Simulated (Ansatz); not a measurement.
# Ta (Im-3m) in Ansatz: a series of runs

One crystal, Ta, is run at these levels: LDA; tasks: single point, equation of state.

Program: Ansatz 0.2.0. These are calculated values, not measurements. Logs are shortened: lines on timing, memory, paths and dates and some standing lists are left out, and cuts for length are marked.

**The experiment to reproduce.**

“Pressure effects on the electronic structure and superconductivity of (TaNb)0.67(HfZrTi)0.33 high entropy alloy”, 2019, arxiv:1910.08312 quotes, for a bulk crystal of Ta: bulk modulus 194 GPa.

The results are compared with them further down.

## 1. The crystal as given

The structure is cubic, space group Im-3m (No. 229). The conventional cell has a = 3.303 Å, b = 3.303 Å, c = 3.303 Å, α = 90.00°, β = 90.00°, γ = 90.00°. Ta (site symmetry m-3m) has 8 Ta at 2.86 Å as nearest neighbours.

## 2. Single point, LDA, 16.93 Å³/atom (volume scaled by 0.94)

Contents of input.yaml:

```yaml
crystal:
  lattice:
    - [-1.6175709496, 1.6175709496, 1.6175709496]
    - [1.6175709496, -1.6175709496, 1.6175709496]
    - [1.6175709496, 1.6175709496, -1.6175709496]
  atoms:
    - { symbol: Ta, position: [0.0, 0.0, 0.0] }
hamiltonian:
  xc: lda
  pseudopotentials: { kind: paw }
kpoints:
  mp_grid: { grid: [11, 11, 11] }
scf:
  occupations: { method: fermi_dirac, width: 0.05 }
output:
  forces: true
  stress: true
  eigenvalues: true
```

Potentials or basis: Ansatz PAW.

On the command line:

```console
$ ansatz run input.yaml --threads 2 --pin off --max-ram 5632MiB --backend cpu --events-out ev --progress --plain --runs-dir out
```

The program printed:

```text
Warning: RAYON_NUM_THREADS=2 ignored (pool sized by the plan → 2); use --threads N
Engine: ansatz 0.2.0, aarch64-unknown-linux-gnu
Pseudopotentials: kind: paw
Pseudopotential: Ta, paw, valence charge 13, recommended cutoff 420 eV (normal), Ta.paw.azcp
Functional definition: SPW92
  exchange = slater_x
  correlation = pw_c
Crystal: 1 atoms, lattice volume = 16.930 Å³
Basis set: ecut = 420 eV, 321 PW (Γ)
Bands: 11, of which v1, the nominal top of the filled ones, is band 7 counted from 1 (6 counted from 0)
Symmetry: 48 space group operations
Space group: Im-3m (ITA 229), of the structure as read, at distance tolerance 2.6e-5 Å
k-points: 56 of 1331
Non-local potential: Ta, projectors of the file, l = 0: 3, l = 1: 2, l = 2: 2, l = 3: 1
PAW form: soft (Blöchl's): semilocal exchange-correlation on the pseudo side does not see the compensation charge
PAW frozen core: Ta, regenerated for the run's functional, and the local potential with it (the file was generated under x = pbe(κ = 0.804, μ = 0.2195149727645171), c = pbe(β = 0.06672455060314922))
PAW one-centre angular grid: Ta, 590 points (default); XC on 64 Gauss nodes
Initial density: superposition of atomic densities (neutral atoms: chi_scale 0, normalization atom), corrected by the library's trained network
Initial wavefunctions: pseudopotential atomic-orbital guess
Functional: x = slater, c = lda
SCF iter   1: F=—  HF=-9682.619508 eV  |F-HF|=—  |Δ(HF+E_count)|=         —  Δρ=4.89e-3  dr2=2.83e-3  ethr=1.77e-3  ⟨swp⟩=5.9  Hψ=3586  notcnv=0
preconditioner: auto → none  [metal: Δε(μ)=0.057 eV  Ē_g=8.795 eV  σ=0.050 eV  W_gap=0.27  n_scr=0 (ndim 8)  ℏωp=20.2 eV  f_vac=0.000  D(μ)=0.81/eV (n_scr^D=12)]
SCF iter   2: F=—  HF=-9682.618503 eV  |F-HF|=—  |Δ(HF+E_count)|=   1.01e-3  Δρ=2.09e-3  dr2=3.06e-4  ethr=2.18e-5  ⟨swp⟩=1.5  Hψ=1119  notcnv=0
SCF iter   3: F=—  HF=-9682.618492 eV  |F-HF|=—  |Δ(HF+E_count)|=   1.14e-5  Δρ=4.65e-4  dr2=1.11e-5  ethr=2.35e-6  ⟨swp⟩=1.3  Hψ=638  notcnv=0
SCF iter   4: F=—  HF=-9682.618492 eV  |F-HF|=—  |Δ(HF+E_count)|=   3.83e-7  Δρ=1.87e-5  dr2=2.86e-8  ethr=8.50e-8  ⟨swp⟩=1.2  Hψ=631  notcnv=0
iter 5 did not close the SCF: its close was put off for the readings that it lacked (scf_convergence_deferred on its scf_iter line)
SCF iter   5: F=-9682.618492 eV  HF=-9682.618492 eV  |F-HF|=4.08e-9  |Δ(HF+E_count)|=   2.19e-9  Δρ=4.93e-6  dr2=4.49e-9  ethr=2.20e-10  ⟨swp⟩=2.3  Hψ=992  notcnv=0
SCF iter   6: F=-9682.618492 eV  HF=-9682.618492 eV  |F-HF|=2.09e-10  |Δ(HF+E_count)|=   2.27e-9  Δρ=1.09e-6  dr2=2.27e-10  ethr=3.46e-11  ⟨swp⟩=2.4  Hψ=2134  notcnv=0
SCF 1 converged in 6 iterations: F = -9682.618492 eV  dr2 = 2.27e-10
SCF converged after 6 iterations
Free energy (F): -9682.618492 eV
Harris-Foulkes:  -9682.618492 eV  (|F-HF|=2.09e-10)
Internal energy: -9682.611489 eV  (E = F + TS)
E sigma→0 (E₀):  -9682.614991 eV
Entropy (-TS):   -0.007002 eV (-7.002 meV/atom)
Fermi energy:    19.628260 eV
--- Per-component energies (eV) ---
  E_band       = -89.775161
  E_kinetic    = 368.619104
  E_local      = -518.173708  (includes V_loc(G=0)·N_el)
  E_nonlocal   = 21.387668
  E_hartree    = 181.051231
  E_xc         = -217.666591
  E_vxc        = -205.134093  (∫ρ·V_xc dr)
  E_paw        = -8149.335223  (= ΣΔE_a)
  E_vpaw       = -118.577125  (= ΣTr[D̂ρ^β])
  E_aug_tail   = 0.000145  (compensation charges beyond the density's cutoff)
  E_ewald      = -1368.753019
  E_core_change = 0.258903  (= ΣΔE_core)
  E_smearing   = -0.007002  (= −TS)
  E_closure    = 0.000000  (closes the sum)
  Σ components = -9682.618492   (vs F -9682.618492, Δ=0.00e0)
--- Forces (eV/Å), atoms counted from 1 ---
  atom   1  Ta     0.00000000     0.00000000     0.00000000
  max |Σ_I F_I| component: 6.57e-32 eV/Å
--- Stress (GPa, compression-positive) ---
        3.864146      -0.000000       0.000000
       -0.000000       3.864146      -0.000000
       -0.000000      -0.000000       3.864146
  P = ⅓ Tr σ = 3.8641 GPa (38.641 kbar)
--- Band table (eV; the first three rows and the last of 56) ---
  k-point 0: bands = ["-47.2907", "-13.1340", "-13.1340", "-13.1340", "11.5419", "20.3048", "20.3048", "20.3048", "23.7869", "23.7869", "34.5973"]
  k-point 1: bands = ["-47.2787", "-13.2596", "-13.1722", "-13.1349", "11.9356", "20.0525", "20.2228", "20.6973", "23.4057", "23.7890", "34.9440"]
  k-point 2: bands = ["-47.2464", "-13.5861", "-13.2733", "-13.1372", "12.9870", "19.4440", "19.8358", "21.8405", "23.0351", "23.8489", "35.4818"]
  k-point 55: bands = ["-47.0299", "-14.1340", "-14.1114", "-14.1114", "15.5488", "15.6067", "25.8625", "25.8625", "26.7203", "28.2644", "30.1737"]
```

Wall time 0.44 s (2 threads of Arm Neoverse V2, shared host); peak memory 0.25 GiB.

What came out:

```yaml
Free_energy: -9682.6185 eV
Pressure: 3.9 GPa
Band_gap_on_the_k_mesh: none (metal or under the smearing width)
```

Caveat: the PAW data sets come from PBE, with cores solved anew for the run's functional, which leaves a small shift of forces and pressure.

## 3. Single point, LDA, 17.29 Å³/atom (volume scaled by 0.96)

Contents of input.yaml:

```yaml
crystal:
  lattice:
    - [-1.6289626696, 1.6289626696, 1.6289626696]
    - [1.6289626696, -1.6289626696, 1.6289626696]
    - [1.6289626696, 1.6289626696, -1.6289626696]
  atoms:
    - { symbol: Ta, position: [0.0, 0.0, 0.0] }
hamiltonian:
  xc: lda
  pseudopotentials: { kind: paw }
kpoints:
  mp_grid: { grid: [11, 11, 11] }
scf:
  occupations: { method: fermi_dirac, width: 0.05 }
output:
  forces: true
  stress: true
  eigenvalues: true
  write_density: true
  write_potential: true
  elf: true
  volumetric_format: npy
```

Potentials or basis: Ansatz PAW.

On the command line:

```console
$ ansatz run input.yaml --threads 2 --pin off --max-ram 5632MiB --backend cpu --events-out ev --progress --plain --runs-dir out
```

It took 0.55 s on 2 threads of Arm Neoverse V2, shared host; peak memory 0.26 GiB.

The run converged. Its results:

```yaml
Free_energy: -9682.6216 eV
Pressure: -1.0 GPa
Band_gap_on_the_k_mesh: none (metal or under the smearing width)
```

Caveat: the PAW data sets come from PBE, with cores solved anew for the run's functional, which leaves a small shift of forces and pressure.

## 4. Single point, LDA, 17.65 Å³/atom (volume scaled by 0.98)

Contents of input.yaml:

```yaml
crystal:
  lattice:
    - [-1.64019725, 1.64019725, 1.64019725]
    - [1.64019725, -1.64019725, 1.64019725]
    - [1.64019725, 1.64019725, -1.64019725]
  atoms:
    - { symbol: Ta, position: [0.0, 0.0, 0.0] }
hamiltonian:
  xc: lda
  pseudopotentials: { kind: paw }
kpoints:
  mp_grid: { grid: [11, 11, 11] }
scf:
  occupations: { method: fermi_dirac, width: 0.05 }
output:
  forces: true
  stress: true
  eigenvalues: true
```

On the command line:

```console
$ ansatz run input.yaml --threads 2 --pin off --max-ram 5632MiB --backend cpu --events-out ev --progress --plain --runs-dir out
```

It took 0.44 s on 2 threads of Arm Neoverse V2, shared host; peak memory 0.25 GiB.

Results (log left out):

```
Free energy            : -9682.6141 eV
Pressure               : -5.5 GPa
Band gap on the k mesh : none (metal or under the smearing width)
```

Caveat: the PAW data sets come from PBE, with cores solved anew for the run's functional, which leaves a small shift of forces and pressure.

## 5. Single point, LDA, 18.01 Å³/atom

input.yaml, as its differences from that of step 4:

```diff
@@ -2,5 +2,5 @@
   lattice:
-    - [-1.64019725, 1.64019725, 1.64019725]
-    - [1.64019725, -1.64019725, 1.64019725]
-    - [1.64019725, 1.64019725, -1.64019725]
+    - [-1.65128, 1.65128, 1.65128]
+    - [1.65128, -1.65128, 1.65128]
+    - [1.65128, 1.65128, -1.65128]
   atoms:
```

On the command line:

```console
$ ansatz run input.yaml --threads 2 --pin off --max-ram 5632MiB --backend cpu --events-out ev --progress --plain --runs-dir out
```

Wall time 0.45 s (2 threads of Arm Neoverse V2, shared host); peak memory 0.25 GiB.

Results (log left out):

- Free energy: -9682.5974 eV
- Pressure: -9.4 GPa
- Band gap on the k mesh: none (metal or under the smearing width)

Caveat: the PAW data sets come from PBE, with cores solved anew for the run's functional, which leaves a small shift of forces and pressure.

## 6. Single point, LDA, 18.37 Å³/atom (volume scaled by 1.02)

input.yaml, as its differences from that of step 5:

```diff
@@ -2,5 +2,5 @@
   lattice:
-    - [-1.65128, 1.65128, 1.65128]
-    - [1.65128, -1.65128, 1.65128]
-    - [1.65128, 1.65128, -1.65128]
+    - [-1.6622159478, 1.6622159478, 1.6622159478]
+    - [1.6622159478, -1.6622159478, 1.6622159478]
+    - [1.6622159478, 1.6622159478, -1.6622159478]
   atoms:
```

Potentials or basis: Ansatz PAW.

On the command line:

```console
$ ansatz run input.yaml --threads 2 --pin off --max-ram 5632MiB --backend cpu --events-out ev --progress --plain --runs-dir out
```

Run time: 0.44 s. Hardware: 2 threads of Arm Neoverse V2, shared host; peak memory 0.25 GiB.

Results (log left out):

- Free energy: -9682.5722 eV
- Pressure: -12.9 GPa
- Band gap on the k mesh: none (metal or under the smearing width)

Caveat: the PAW data sets come from PBE, with cores solved anew for the run's functional, which leaves a small shift of forces and pressure.

## 7. Single point, LDA, 18.73 Å³/atom (volume scaled by 1.04)

Contents of input.yaml:

```yaml
crystal:
  lattice:
    - [-1.6730098603, 1.6730098603, 1.6730098603]
    - [1.6730098603, -1.6730098603, 1.6730098603]
    - [1.6730098603, 1.6730098603, -1.6730098603]
  atoms:
    - { symbol: Ta, position: [0.0, 0.0, 0.0] }
hamiltonian:
  xc: lda
  pseudopotentials: { kind: paw }
kpoints:
  mp_grid: { grid: [11, 11, 11] }
scf:
  occupations: { method: fermi_dirac, width: 0.05 }
output:
  forces: true
  stress: true
  eigenvalues: true
  write_density: true
  write_potential: true
  elf: true
  volumetric_format: npy
```

On the command line:

```console
$ ansatz run input.yaml --threads 2 --pin off --max-ram 5632MiB --backend cpu --events-out ev --progress --plain --runs-dir out
```

Run time: 0.56 s. Hardware: 2 threads of Arm Neoverse V2, shared host; peak memory 0.26 GiB.

The run converged. Its results:

```yaml
Free_energy: -9682.5395 eV
Pressure: -16.1 GPa
Band_gap_on_the_k_mesh: none (metal or under the smearing width)
```

Caveat: the PAW data sets come from PBE, with cores solved anew for the run's functional, which leaves a small shift of forces and pressure.

## 8. Single point, LDA, 19.09 Å³/atom (volume scaled by 1.06)

input.yaml, as its differences from that of step 7:

```diff
@@ -2,5 +2,5 @@
   lattice:
-    - [-1.6730098603, 1.6730098603, 1.6730098603]
-    - [1.6730098603, -1.6730098603, 1.6730098603]
-    - [1.6730098603, 1.6730098603, -1.6730098603]
+    - [-1.6836662614, 1.6836662614, 1.6836662614]
+    - [1.6836662614, -1.6836662614, 1.6836662614]
+    - [1.6836662614, 1.6836662614, -1.6836662614]
   atoms:
```

On the command line:

```console
$ ansatz run input.yaml --threads 2 --pin off --max-ram 5632MiB --backend cpu --events-out ev --progress --plain --runs-dir out
```

It took 0.56 s on 2 threads of Arm Neoverse V2, shared host; peak memory 0.26 GiB.

Results (log left out):

```
Free energy            : -9682.5002 eV
Pressure               : -18.9 GPa
Band gap on the k mesh : none (metal or under the smearing width)
```

Caveat: the PAW data sets come from PBE, with cores solved anew for the run's functional, which leaves a small shift of forces and pressure.

## 9. Equation of state, LDA

Potentials or basis: Ansatz PAW.

This step only gathers the single runs of the series.

What came out:

```yaml
Equilibrium_volume: 17.21 Å³/atom
Bulk_modulus: 228 GPa
Pressure_derivative_of_the_bulk_modulus: 4.4
```

Energy against volume, from the lowest point:
```tsv
volume (Å³/atom)	energy (meV/atom)
16.930	3.07
17.290	0.00
17.650	7.41
18.010	24.20
18.371	49.37
18.731	82.02
19.091	121.35
```

Spin-orbit coupling is left out, which matters for the levels of Ta. LDA usually gives volumes a few per cent too small.

## 10. Comparison with measurements

Step 9. Against the measured bulk modulus of Ta, 194 GPa (quoted in “Pressure effects on the electronic structure and superconductivity of (TaNb)0.67(HfZrTi)0.33 high entropy alloy”, 2019, arxiv:1910.08312), the calculated 228 GPa is off by +17.7 %. The fit is for a static lattice scaled at fixed shape and fixed fractional positions.
